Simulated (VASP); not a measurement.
# SiC in VASP 6.6.1, single-point calculation

INCAR

```
ENCUT = 520
NELM = 120
LREAL = .FALSE.
ISMEAR = -1
LWAVE = .FALSE.
IBRION = -1
LASPH = .TRUE.
GGA = PE
NSW = 0
LCHARG = .FALSE.
SIGMA = 0.02
PREC = Accurate
NBANDS = 11
EDIFF = 1E-7
ISIF = 2
```

KPOINTS

```
KPOINTS created by Atomic Simulation Environment
0
Monkhorst-Pack
10 10 10
0 0 0
```

POSCAR

```
Si C
 1.0000000000000000
     0.0000000000000000    2.0909302570000001    2.0909302570000001
     2.0909302570000001    0.0000000000000000    2.0909302570000001
     2.0909302570000001    2.0909302570000001    0.0000000000000000
 Si  C
   1   1
Cartesian
  0.0000000000000000  0.0000000000000000  0.0000000000000000
  1.0454651285000001  1.0454651285000001  1.0454651285000001
```

The recommended PBE PAW datasets give the neutral cell 8 valence electrons.

Command

```
mpirun -np 1 vasp_std
```

OSZICAR

```
N       E                     dE             d eps       ncg     rms          rms(c)
DAV:   1     0.314981724726E+01    0.31498E+01   -0.40543E+03  2540   0.618E+02
DAV:   2    -0.164999945237E+02   -0.19650E+02   -0.18908E+02  3018   0.114E+02
DAV:   3    -0.169985595083E+02   -0.49856E+00   -0.49778E+00  2970   0.149E+01
DAV:   4    -0.170000826806E+02   -0.15232E-02   -0.15231E-02  2770   0.105E+00
DAV:   5    -0.170000885504E+02   -0.58698E-05   -0.58703E-05  2984   0.601E-02    0.102E+01
DAV:   6    -0.148734793713E+02    0.21266E+01   -0.67130E+00  2726   0.122E+01    0.467E+00
DAV:   7    -0.147776008951E+02    0.95878E-01   -0.56596E-01  2913   0.424E+00    0.203E+00
DAV:   8    -0.147688730733E+02    0.87278E-02   -0.22005E-02  2717   0.998E-01    0.171E-01
DAV:   9    -0.147689865034E+02   -0.11343E-03   -0.13301E-03  2982   0.220E-01    0.118E-01
DAV:  10    -0.147690761953E+02   -0.89692E-04   -0.17194E-04  2696   0.842E-02    0.260E-02
DAV:  11    -0.147690777713E+02   -0.15760E-05   -0.25537E-05  2888   0.283E-02    0.619E-03
DAV:  12    -0.147690781408E+02   -0.36950E-06   -0.11625E-06  2774   0.672E-03    0.129E-03
DAV:  13    -0.147690781783E+02   -0.37530E-07   -0.52517E-08  1846   0.169E-03
   1 F= -.14769078E+02 E0= -.14769078E+02  d E =-.332033E-12
```

From OUTCAR

```
k-points           NKPTS =    110   k-points in BZ     NKDIM =    110   number of bands    NBANDS=     11

   NELECT =       8.0000    total number of electrons

   dimension x,y,z NGX =    24 NGY =   24 NGZ =   24
   dimension x,y,z NGXF=    48 NGYF=   48 NGZF=   48

  energy-cutoff  :      520.00
  volume of cell :       18.28
      direct lattice vectors                 reciprocal lattice vectors
     0.000000000  2.090930257  2.090930257    -0.239128014  0.239128014  0.239128014
     2.090930257  0.000000000  2.090930257     0.239128014 -0.239128014  0.239128014
     2.090930257  2.090930257  0.000000000     0.239128014  0.239128014 -0.239128014

 k-points in reciprocal lattice and weights: KPOINTS created by Atomic Simulation Env
   0.05000000  0.05000000  0.05000000       0.002
   0.15000000  0.05000000  0.05000000       0.006
   0.25000000  0.05000000  0.05000000       0.006
   0.35000000  0.05000000  0.05000000       0.006
   0.45000000  0.05000000  0.05000000       0.006
  -0.45000000  0.05000000  0.05000000       0.006
  -0.35000000  0.05000000  0.05000000       0.006
  -0.25000000  0.05000000  0.05000000       0.006
   ...

 E-fermi :   9.9941

 k-point     1 :       0.0500    0.0500    0.0500
  band No.  band energies     occupation
      1      -6.7974      2.00000
      2       9.2760      2.00000
      3       9.5203      2.00000
      4       9.5203      2.00000
      5      17.3198      0.00000
      6      17.8543      0.00000
      7      17.8543      0.00000
      8      17.8713      0.00000
      9      24.4410      0.00000
     10      24.4410      0.00000
     11      27.4356      0.00000

 k-point     2 :       0.1500    0.0500    0.0500
  band No.  band energies     occupation
      1      -6.5110      2.00000
      2       8.1554      2.00000
      3       9.0338      2.00000
      4       9.5020      2.00000
      5      17.3150      0.00000
      6      18.0095      0.00000
      7      18.0534      0.00000
      8      18.7549      0.00000
      9      22.8780      0.00000
     10      23.9462      0.00000
     11      27.2584      0.00000

 k-point     3 :       0.2500    0.0500    0.0500
  band No.  band energies     occupation
      1      -5.8060      2.00000
      2       5.8846      2.00000
      3       8.6156      2.00000
      4       9.2377      2.00000
      5      16.9256      0.00000
      6      18.2213      0.00000
      7      18.4597      0.00000
      8      19.6829      0.00000
      9      22.3589      0.00000
     10      23.8889      0.00000
     11      26.4002      0.00000

 k-point     4 :       0.3500    0.0500    0.0500
  band No.  band energies     occupation
      1      -4.7232      2.00000
      2       3.4174      2.00000
      3       8.3182      2.00000
      4       8.8854      2.00000
      5      16.5519      0.00000
      6      17.8684      0.00000
      7      17.9479      0.00000
      8      20.4532      0.00000
      9      23.6419      0.00000
     10      25.1107      0.00000
     11      26.5850      0.00000

 k-point     5 :       0.4500    0.0500    0.0500
  band No.  band energies     occupation
      1      -3.4176      2.00000
      2       1.2467      2.00000
      3       8.2012      2.00000
      4       8.5790      2.00000
      5      16.3068      0.00000
      6      17.3471      0.00000
      7      17.4922      0.00000
      8      20.6611      0.00000
      9      26.0000      0.00000
     10      26.5947      0.00000
     11      27.8793      0.00000

 ...

  Total        4.3842208      4.3842208      4.3842208      0.0000000      0.0000000      0.0000000
  in kB      384.1973461    384.1973461    384.1973461      0.0000000      0.0000000      0.0000000
  external PRESSURE =     384.1973461 kB  Pullay stress =       0.0000000 kB

 POSITION                                       TOTAL-FORCE (eV/Angst)
 -----------------------------------------------------------------------------------
      0.00000      0.00000      0.00000        -0.000000     -0.000000     -0.000000
      1.04547      1.04547      1.04547         0.000000      0.000000      0.000000
 -----------------------------------------------------------------------------------
    total drift:                                0.000000      0.000000      0.000000

  FREE ENERGIE OF THE ION-ELECTRON SYSTEM (eV)
  ---------------------------------------------------
  free  energy   TOTEN  =       -14.7690781783 eV

  energy  without entropy=      -14.7690781783  energy(sigma->0) =      -14.76907818
```

It converged. Results: gap between bands v and c on the k mesh 1.48 eV; least direct gap on the k mesh 4.83 eV; pressure 38.4 GPa. Band v is the last that the valence electrons fill when counted band by band, and c is the next.

The shifted mesh misses Γ, so a band edge there is missed.

For comparison, a separate PBE run of the intended cell, on usual settings and not on those above, gives a gap of 1.23 eV on its mesh and a pressure of 38.4 GPa.

The run above took about 15 s on one core of a shared host (Intel Xeon Platinum 8488C) and held 0.15 GiB at most.
